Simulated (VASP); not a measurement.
# Ta: drag along a line

Ta, slab, 13 atoms in the cell. PBE, constrained relaxations along a path; PAW potentials Ta_pv (PBE set).

Path: drag along a line, Ta hops from a hollow site to the next hollow site of Ta(100).

## Input

INCAR:
```
  PREC = Normal
  ENCUT = 250
  EDIFF = 1E-6
  ISMEAR = 1
  SIGMA = 0.1
  LREAL = F
  LASPH = T
  NELM = 100
  ALGO = Normal
  LWAVE = F
  LCHARG = F
  IBRION = 2
  NSW = 60
  ISIF = 2
  EDIFFG = -0.03
  POTIM = 0.5
  KPAR = 2
```

KPOINTS:
```
k-points
0
Gamma
  3 3 1
```

POSCAR.step1:
```
Ta
1.0
    5.9679812332      0.0000000000      0.0000000000
    0.0000000000      5.9679812332      0.0000000000
    0.0000000000      0.0000000000     19.3900000000
Ta
13
Selective dynamics
Direct
    0.0000000000      0.0000000000      0.3094378546  F F F
    0.5000000000      0.0000000000      0.3094378546  F F F
    0.0000000000      0.5000000000      0.3094378546  F F F
    0.5000000000      0.5000000000      0.3094378546  F F F
    0.2500000000      0.2500000000      0.4182568334  T T T
    0.7500000000      0.2500000000      0.4182568334  T T T
    0.2500000000      0.7500000000      0.4182568334  T T T
    0.7500000000      0.7500000000      0.4182568334  T T T
    0.0000000000      0.0000000000      0.5270758123  T T T
    0.5000000000      0.0000000000      0.5270758123  T T T
    0.0000000000      0.5000000000      0.5270758123  T T T
    0.5000000000      0.5000000000      0.5270758123  T T T
    0.2500000000      0.2500000000      0.6600713478  F T T
```

POSCAR.step2:
```
Ta
1.0
    5.9679812332      0.0000000000      0.0000000000
    0.0000000000      5.9679812332      0.0000000000
    0.0000000000      0.0000000000     19.3900000000
Ta
13
Selective dynamics
Direct
    0.0000000000      0.0000000000      0.3094378546  F F F
    0.5000000000      0.0000000000      0.3094378546  F F F
    0.0000000000      0.5000000000      0.3094378546  F F F
    0.5000000000      0.5000000000      0.3094378546  F F F
    0.2500000000      0.2500000000      0.4182568334  T T T
    0.7500000000      0.2500000000      0.4182568334  T T T
    0.2500000000      0.7500000000      0.4182568334  T T T
    0.7500000000      0.7500000000      0.4182568334  T T T
    0.0000000000      0.0000000000      0.5270758123  T T T
    0.5000000000      0.0000000000      0.5270758123  T T T
    0.0000000000      0.5000000000      0.5270758123  T T T
    0.5000000000      0.5000000000      0.5270758123  T T T
    0.1500000000      0.2500000000      0.6600713478  F T T
```

POSCAR.step3:
```
Ta
1.0
    5.9679812332      0.0000000000      0.0000000000
    0.0000000000      5.9679812332      0.0000000000
    0.0000000000      0.0000000000     19.3900000000
Ta
13
Selective dynamics
Direct
    0.0000000000      0.0000000000      0.3094378546  F F F
    0.5000000000      0.0000000000      0.3094378546  F F F
    0.0000000000      0.5000000000      0.3094378546  F F F
    0.5000000000      0.5000000000      0.3094378546  F F F
    0.2500000000      0.2500000000      0.4182568334  T T T
    0.7500000000      0.2500000000      0.4182568334  T T T
    0.2500000000      0.7500000000      0.4182568334  T T T
    0.7500000000      0.7500000000      0.4182568334  T T T
    0.0000000000      0.0000000000      0.5270758123  T T T
    0.5000000000      0.0000000000      0.5270758123  T T T
    0.0000000000      0.5000000000      0.5270758123  T T T
    0.5000000000      0.5000000000      0.5270758123  T T T
    0.0750000000      0.2500000000      0.6600713478  F T T
```

POSCAR.step4:
```
Ta
1.0
    5.9679812332      0.0000000000      0.0000000000
    0.0000000000      5.9679812332      0.0000000000
    0.0000000000      0.0000000000     19.3900000000
Ta
13
Selective dynamics
Direct
    0.0000000000      0.0000000000      0.3094378546  F F F
    0.5000000000      0.0000000000      0.3094378546  F F F
    0.0000000000      0.5000000000      0.3094378546  F F F
    0.5000000000      0.5000000000      0.3094378546  F F F
    0.2500000000      0.2500000000      0.4182568334  T T T
    0.7500000000      0.2500000000      0.4182568334  T T T
    0.2500000000      0.7500000000      0.4182568334  T T T
    0.7500000000      0.7500000000      0.4182568334  T T T
    0.0000000000      0.0000000000      0.5270758123  T T T
    0.5000000000      0.0000000000      0.5270758123  T T T
    0.0000000000      0.5000000000      0.5270758123  T T T
    0.5000000000      0.5000000000      0.5270758123  T T T
    0.0000000000      0.2500000000      0.6600713478  F T T
```

POSCAR.step5:
```
Ta
1.0
    5.9679812332      0.0000000000      0.0000000000
    0.0000000000      5.9679812332      0.0000000000
    0.0000000000      0.0000000000     19.3900000000
Ta
13
Selective dynamics
Direct
    0.0000000000      0.0000000000      0.3094378546  F F F
    0.5000000000      0.0000000000      0.3094378546  F F F
    0.0000000000      0.5000000000      0.3094378546  F F F
    0.5000000000      0.5000000000      0.3094378546  F F F
    0.2500000000      0.2500000000      0.4182568334  T T T
    0.7500000000      0.2500000000      0.4182568334  T T T
    0.2500000000      0.7500000000      0.4182568334  T T T
    0.7500000000      0.7500000000      0.4182568334  T T T
    0.0000000000      0.0000000000      0.5270758123  T T T
    0.5000000000      0.0000000000      0.5270758123  T T T
    0.0000000000      0.5000000000      0.5270758123  T T T
    0.5000000000      0.5000000000      0.5270758123  T T T
   -0.0750000000      0.2500000000      0.6600713478  F T T
```

POSCAR.step6:
```
Ta
1.0
    5.9679812332      0.0000000000      0.0000000000
    0.0000000000      5.9679812332      0.0000000000
    0.0000000000      0.0000000000     19.3900000000
Ta
13
Selective dynamics
Direct
    0.0000000000      0.0000000000      0.3094378546  F F F
    0.5000000000      0.0000000000      0.3094378546  F F F
    0.0000000000      0.5000000000      0.3094378546  F F F
    0.5000000000      0.5000000000      0.3094378546  F F F
    0.2500000000      0.2500000000      0.4182568334  T T T
    0.7500000000      0.2500000000      0.4182568334  T T T
    0.2500000000      0.7500000000      0.4182568334  T T T
    0.7500000000      0.7500000000      0.4182568334  T T T
    0.0000000000      0.0000000000      0.5270758123  T T T
    0.5000000000      0.0000000000      0.5270758123  T T T
    0.0000000000      0.5000000000      0.5270758123  T T T
    0.5000000000      0.5000000000      0.5270758123  T T T
   -0.1500000000      0.2500000000      0.6600713478  F T T
```

POSCAR.step7:
```
Ta
1.0
    5.9679812332      0.0000000000      0.0000000000
    0.0000000000      5.9679812332      0.0000000000
    0.0000000000      0.0000000000     19.3900000000
Ta
13
Selective dynamics
Direct
    0.0000000000      0.0000000000      0.3094378546  F F F
    0.5000000000      0.0000000000      0.3094378546  F F F
    0.0000000000      0.5000000000      0.3094378546  F F F
    0.5000000000      0.5000000000      0.3094378546  F F F
    0.2500000000      0.2500000000      0.4182568334  T T T
    0.7500000000      0.2500000000      0.4182568334  T T T
    0.2500000000      0.7500000000      0.4182568334  T T T
    0.7500000000      0.7500000000      0.4182568334  T T T
    0.0000000000      0.0000000000      0.5270758123  T T T
    0.5000000000      0.0000000000      0.5270758123  T T T
    0.0000000000      0.5000000000      0.5270758123  T T T
    0.5000000000      0.5000000000      0.5270758123  T T T
   -0.2500000000      0.2500000000      0.6600713478  F T T
```

Commands (each step's output is kept before the next begins):
```
cat potpaw_PBE.64/Ta_pv/POTCAR > POTCAR
cp POSCAR.step1 POSCAR
mpirun -np 4 vasp_std > vasp.out
cp POSCAR.step2 POSCAR
mpirun -np 4 vasp_std > vasp.out
cp POSCAR.step3 POSCAR
mpirun -np 4 vasp_std > vasp.out
cp POSCAR.step4 POSCAR
mpirun -np 4 vasp_std > vasp.out
cp POSCAR.step5 POSCAR
mpirun -np 4 vasp_std > vasp.out
cp POSCAR.step6 POSCAR
mpirun -np 4 vasp_std > vasp.out
cp POSCAR.step7 POSCAR
mpirun -np 4 vasp_std > vasp.out
```

## Result

- Barrier (eV): 1.753
- Ionic steps, all stages: 183
- Electronic steps, all stages: 2823

Energy along the pull:

| Share of the way | Energy above the start (eV) |
|---|---|
| 0 | 0.000 |
| 0.2 | -0.112 |
| 0.35 | 0.179 |
| 0.5 | 1.753 |
| 0.65 | 0.179 |
| 0.8 | -0.112 |
| 1 | -0.000 |

The slab is face-centred cubic Ta(100), which isn't the element's stable structure, in-plane cell 5.97 × 5.97 Å, with 3 × 3 k points.

Limits: the adatom repeats in each 2 x 2 surface cell, and the slab has three layers.

VASP 6.6.1 took 4624 s on 4 cores (Intel Xeon Platinum 8488C (Sapphire Rapids)), a shared host.
